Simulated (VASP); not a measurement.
These are PBE GGA, VASP's PBE PAW potentials (set 64) (plane waves; VASP) values and carry that method's errors.

Input for VASP

INCAR:
```
! general
SYSTEM  = MgF2
PREC    = Accurate
ENCUT   = 620
LREAL   = .False.
LASPH   = .True.   ! aspherical one-centre terms

! electronic loop
EDIFF   = 1E-6
NELM    = 100   ! most electronic steps
ALGO    = Normal   ! blocked Davidson

! smearing
ISMEAR  = 0   ! Gaussian
SIGMA   = 0.05   ! width (eV)

! functional
GGA     = PE   ! PBE

! ions
IBRION  = 2   ! conjugate gradients
NSW     = 40   ! most ionic steps
ISIF    = 3   ! ions, shape and volume
EDIFFG  = -0.02   ! ionic stop
PSTRESS = 100

! output
LWAVE   = .False.
LCHARG  = .False.
```

### POSCAR
```
MgF2
1
    4.5353663426    -0.0000000000     0.0000000000
    0.0000000000     4.5353663426     0.0000000000
    0.0000000000     0.0000000000     3.0051166376
Mg F
2 4
Direct
  0.0000000000   0.0000000000   0.0000000000
  0.5000000000   0.5000000000   0.5000000000
  0.3020982616   0.3020982616   0.0000000000
  0.8020982616   0.1979017384   0.5000000000
  0.1979017384   0.8020982616   0.5000000000
  0.6979017384   0.6979017384   0.0000000000
```

**KPOINTS**
```
Automatic
0
Gamma
  5 5 7
```

POTCAR, in this order: Mg F (PBE.64 set). Program: vasp_std.

The resulting files:

### OSZICAR
```
       N       E                     dE             d eps       ncg     rms          rms(c)
DAV:   1     0.224663407187E+03    0.22466E+03   -0.20229E+04   976   0.174E+03
DAV:   2    -0.233863654085E+02   -0.24805E+03   -0.24146E+03  1252   0.364E+02
DAV:   3    -0.338700281004E+02   -0.10484E+02   -0.10454E+02  1124   0.770E+01
DAV:   4    -0.339412470285E+02   -0.71219E-01   -0.71205E-01  1108   0.717E+00
DAV:   5    -0.339416522240E+02   -0.40520E-03   -0.40519E-03  1100   0.560E-01    0.101E+01
DAV:   6    -0.313123378890E+02    0.26293E+01   -0.10824E+01  1108   0.257E+01    0.297E+00
DAV:   7    -0.313354750652E+02   -0.23137E-01   -0.14695E-01  1020   0.262E+00    0.189E+00
DAV:   8    -0.313661871539E+02   -0.30712E-01   -0.48799E-02  1060   0.270E+00    0.188E-01
DAV:   9    -0.313668546720E+02   -0.66752E-03   -0.38307E-03  1120   0.479E-01    0.740E-02
DAV:  10    -0.313671335033E+02   -0.27883E-03   -0.25395E-04  1064   0.145E-01    0.176E-02
DAV:  11    -0.313671330869E+02    0.41636E-06   -0.38497E-05  1120   0.513E-02    0.662E-03
DAV:  12    -0.313671333646E+02   -0.27763E-06   -0.91813E-06  1056   0.250E-02
   1 F= -.27509015E+02 E0= -.27509015E+02  d E =-.275090E+02
```

OUTCAR:
```
------------------------ aborting loop because EDIFF is reached ----------------------------------------
  FORCE on cell =-STRESS in cart. coord.  units (eV):
  Direction    XX          YY          ZZ          XY          YZ          ZX
  --------------------------------------------------------------------------------------
  Total        3.8647011      3.8647011      3.9500019     -0.0000000      0.0000000      0.0000000
  in kB      100.1706328    100.1706328    102.3815759     -0.0000000      0.0000000      0.0000000
  external PRESSURE =       0.9076138 kB  Pullay stress =     100.0000000 kB
  volume of cell :       61.81
      direct lattice vectors                 reciprocal lattice vectors
     4.535366343  0.000000000  0.000000000     0.220489355  0.000000000  0.000000000
     0.000000000  4.535366343  0.000000000     0.000000000  0.220489355  0.000000000
     0.000000000  0.000000000  3.005116638     0.000000000  0.000000000  0.332765786
 POSITION                                       TOTAL-FORCE (eV/Angst)
 -----------------------------------------------------------------------------------
      0.00000      0.00000      0.00000         0.000000      0.000000      0.000000
      2.26768      2.26768      1.50256         0.000000      0.000000      0.000000
      1.37013      1.37013      0.00000        -0.008044     -0.008044     -0.000000
      3.63781      0.89756      1.50256        -0.008044      0.008044      0.000000
      0.89756      3.63781      1.50256         0.008044     -0.008044      0.000000
      3.16524      3.16524      0.00000         0.008044      0.008044      0.000000
 -----------------------------------------------------------------------------------
    total drift:                                0.000000     -0.000000     -0.000000
  FREE ENERGIE OF THE ION-ELECTRON SYSTEM (eV)
  ---------------------------------------------------
  free  energy   TOTEN  =       -31.3671333646 eV

  energy  without entropy=      -31.3671333646  energy(sigma->0) =      -31.36713336
  enthalpy is  TOTEN    =       -27.5090154553 eV   P V=        3.8581179093

 reached required accuracy - stopping structural energy minimisation
```
(Selected blocks of OUTCAR.)

The compound is MgF2 in the rutile structure. It was relaxed first under an external pressure of 10 GPa.
